Which exchange decides the band gap of PtS2?

How far apart are the highest filled and the lowest empty state in bulk PtS2? For a transistor channel this energy sets how many carriers heat alone creates, and so how well the device can be switched off. Five hybrid functionals, applied to the same atoms in the same positions (a geometry from r2SCAN-rVV10, not relaxed again for each hybrid), give answers that spread over 1.0 eV. A hybrid replaces part of an approximate, semilocal exchange by exact exchange, and it involves three choices: how much, over what distance, and on which semilocal base.

Ansatz 0.2.0, hybrid DFT with plane waves and PAW potentials, for bulk PtS2 at a fixed r2SCAN-rVV10 geometry, without spin polarisation or spin-orbit coupling. The k mesh is 6x6x4; gaps are the least values over this mesh and additional k points, including band edges located with PBE. DDH-PBE0 takes 1/ε∞ from PBE as its fraction of exact exchange.

```
functional  wave cutoff  band gap (eV)  least direct gap (eV)
  DDH-PBE0       420 eV          0.906                  1.225
     HSE06       420 eV          1.211                  1.680
      PBE0       420 eV          1.835                  2.308
   r2SCAN0       500 eV          1.932                  2.424
   r2SCANh       500 eV          1.230                  1.613
```

The band gap is the least energy between any filled and any empty state. The least direct gap compares a filled and an empty state at the same wave vector. It is the larger of the two in every row, so all five levels call PtS2 an indirect semiconductor.

Two large steps and a small one

HSE06 and PBE0 share the base and the amount of exact exchange, 25 %. They differ in range: HSE06 keeps exact exchange only at short distance, PBE0 at all distances. Adding the long-range part raises the band gap from 1.211 to 1.835 eV, a step of 0.62 eV.

The amount matters as much. From r2SCANh, with 10 %, to r2SCAN0, with 25 %, the band gap grows by 0.70 eV. Changing the base from PBE to r2SCAN at 25 % adds only about 0.1 eV, and that step includes a change of plane-wave cutoff. Range and amount are therefore the choices to settle first.

Why long-range exchange opens the gap

Exact exchange acts between a state and all filled states. It lowers a filled state strongly, because that state resembles its neighbours in the filled bands. An empty state resembles them little and gains little. The long-range semilocal exchange that is replaced lowers both kinds of state about equally, so its removal raises both and nearly drops out of the gap. The net effect is that filled states fall and empty states rise: from HSE06 to PBE0 the valence top falls by 0.32 eV and the conduction minimum rises by 0.30 eV.

For the long-range part the size of this effect can be estimated. Let a be the fraction of exact exchange and ω the inverse length that divides short from long range. The long-range repulsion erf(ωr)/r contains only waves of small wave vector q, with the weight

(4π/q²) exp(−q²/4ω²).

Over such small q, assume that a filled state overlaps completely with the filled states beside it and that an empty state does not overlap with them at all. Summing the weight over all q then gives the opening of the gap in atomic units:

ΔE = a (2/π) ∫ exp(−q²/4ω²) dq = 2aω/√π, with q from 0 to ∞.

With a = 0.25 and ω = 0.11 per bohr, the values that define HSE06, this is 0.031 hartree, or 0.84 eV. The computed step in the direct gap is 0.63 eV, about three quarters of the estimate. No gap from the table enters the formula, so the comparison is a real test of its size. An estimate on the high side is expected, because the character of real bands changes with q and the overlap is incomplete. Part of the difference may also come from the k mesh, whose steps are about as long as the small q that matter here; no denser mesh was run.

The formula contains no property of PtS2; the material enters only through the overlap. That is why a step of this order is the natural first guess when HSE06 and PBE0 are compared for another semiconductor.

A shift against a stretch

If long-range exchange joins only neighbouring wave vectors, it should lower the filled states nearly together. The two columns test this. Their difference is the depth of the top filled band, at the wave vector of the conduction minimum, below the valence top. From HSE06 to PBE0 it hardly moves, from 0.469 to 0.473 eV.

Raising the amount of exchange acts differently. From r2SCANh to r2SCAN0 the same depth grows from 0.383 to 0.492 eV, so the filled band is stretched as well as lowered. Theory attributes this to the short-range part, which joins distant wave vectors and so responds to changes in orbital character and bonding along the band. This one measure of band shape thus depends more on the amount of exchange than on its long-range tail; effective masses were not compared.

How much exchange does this crystal want?

In a real crystal the other electrons screen the long-range interaction and reduce it by the electronic dielectric constant ε∞. A global hybrid imitates this best at long range if its fraction is close to 1/ε∞. The 25 % of PBE0 would suit a crystal with ε∞ near 4. DDH-PBE0 takes the fraction from the dielectric constant computed with PBE, and its direct gap is 1.225 eV against 2.308 eV in PBE0.

The fraction behind this row can be estimated from the slope of the direct gap between the two r2SCAN rows, 0.054 eV for each percent of exchange. Carried over to the PBE base, it gives 5 % for DDH-PBE0; a slope 15 % steeper gives 8 %. These correspond to ε∞ of roughly 20 and 13. The two values show how sensitive the estimate is and are not firm bounds, since a straight line through two points has been moved to another base. Both fractions, however, lie far below 25 %. The printed output after this text contains this slope and the long-range estimate.

PBE0 and r2SCAN0 therefore leave the long-range interaction much too strong for PtS2, and their gaps are probably too large. DDH-PBE0 may err the other way. It applies its small fraction at short distance too, where screening is incomplete, and PBE, with its usually too small gaps, tends to exaggerate ε∞. HSE06 avoids both faults in part: it keeps 25 % of exact exchange at short range and none at long range, where little is wanted.

One detail limits the use of the DDH-PBE0 row. Its valence top lies away from the zone centre, whereas in the other four rows it lies at the centre. Its band gap of 0.906 eV thus belongs to another transition, and the direct gap, taken at one wave vector throughout, is the safer comparison. Spin-orbit coupling, which is left out here, could also change which valence state is highest.

Agreement that should not reassure

HSE06 and r2SCANh agree in the band gap to 0.02 eV. In the direct gap they differ by 0.07 eV, and their order is reversed. On the slope used above, HSE06 opens the direct gap like a global hybrid with about 13 % of exchange, which is near the 10 % of r2SCANh. Two different recipes thus arrive at a similar total strength, and their agreement does not confirm the gap.

What accuracy does the purpose need?

The density of thermally created carriers varies with the gap E and the temperature T as

n ∝ exp(−E/2kT),

where k is the Boltzmann constant. At 300 K an error of 0.12 eV in the gap changes n tenfold. The step from HSE06 to PBE0 changes it by a factor of about 170 000, while the change of base at 25 % changes it by about 7. A channel judged with PBE0 would therefore seem far easier to switch off than the same channel judged with HSE06.

To learn that bulk PtS2 is an indirect semiconductor, any of the five levels will do. For a first estimate of the gap, HSE06 is a reasonable choice, with DDH-PBE0 beside it. Their band gaps differ by 0.3 eV, and the table has no measured gap to decide between them; the preference for HSE06 rests on the screening argument alone. For leakage to within a factor of ten, none of these rows is sufficient by itself. That purpose needs a measured gap, or a higher level of theory with spin-orbit coupling and a reliable layer spacing. A channel only a few layers thick needs its own calculation, because the gap of PtS2 depends on the number of layers.

What the choices cost

All five levels compute exact exchange between pairs of states at pairs of wave vectors, so doubling the number of mesh points makes this part about four times as expensive. The fraction is only a multiplier: r2SCAN0 costs about as much per step as r2SCANh. HSE06 has the advantage that its short-range exchange usually converges on a coarser mesh. DDH-PBE0 needs an additional dielectric calculation, which is modest at the PBE level. The higher cutoff of the r2SCAN rows means about 1.3 times as many plane waves.

The cheapest accuracy lies in where the bands are read. Taken from the regular mesh alone, the gaps would be 0.21 to 0.23 eV too large compared with the tabulated ones, because the conduction minimum falls between mesh points. This error is twice the effect of changing the base. Most of it is removed by evaluating the bands at a few additional wave vectors, which costs far less than a denser mesh for the whole calculation. The additional band-edge points used here were located with PBE, so the true least gap of each hybrid may be slightly smaller.

Output of the analysis:

```
Gaps and what the mesh alone misses (eV):
       row    gap  direct gap  direct less indirect  mesh error
  DDH-PBE0  0.906       1.225                 0.319      0.2096
     HSE06  1.211        1.68                 0.469       0.207
      PBE0  1.835       2.308                 0.473      0.2336
   r2SCAN0  1.932       2.424                 0.492        0.23
   r2SCANh   1.23       1.613                 0.383      0.2088
Spread of the gap over all rows (eV): 1.026
Long-range exchange added, HSE06 to PBE0, gap (eV): 0.624
Long-range exchange added, HSE06 to PBE0, direct gap (eV): 0.628
Fraction 10 to 25 percent, r2SCANh to r2SCAN0, gap (eV): 0.702
Fraction 10 to 25 percent, r2SCANh to r2SCAN0, direct gap (eV): 0.811
Base changed at 25 percent, PBE0 to r2SCAN0, gap (eV): 0.097
Base changed at 25 percent, PBE0 to r2SCAN0, direct gap (eV): 0.116
HSE06 less r2SCANh, gap (eV): -0.019
HSE06 less r2SCANh, direct gap (eV): 0.067
Valence top, HSE06 to PBE0 (eV): -0.3214
Conduction minimum, HSE06 to PBE0 (eV): 0.3025
Long-range opening estimated at full overlap (eV): 0.8444
Computed direct opening over this estimate: 0.7437
Direct gap per 1 percent of exchange, r2SCAN pair (eV): 0.05407
Global fraction equivalent to HSE06, slope transferred (percent): 13.38
DDH fraction implied by the same slope (percent): 4.969
DDH fraction implied by a slope 15 percent steeper (percent): 7.582
Gap error that changes intrinsic carriers tenfold at 300 K (eV): 0.1191
Carrier factor between HSE06 and PBE0 at 300 K: 174329
Carrier factor between PBE0 and r2SCAN0 at 300 K: 6.528
Plane waves at the higher cutoff over the lower: 1.299
```
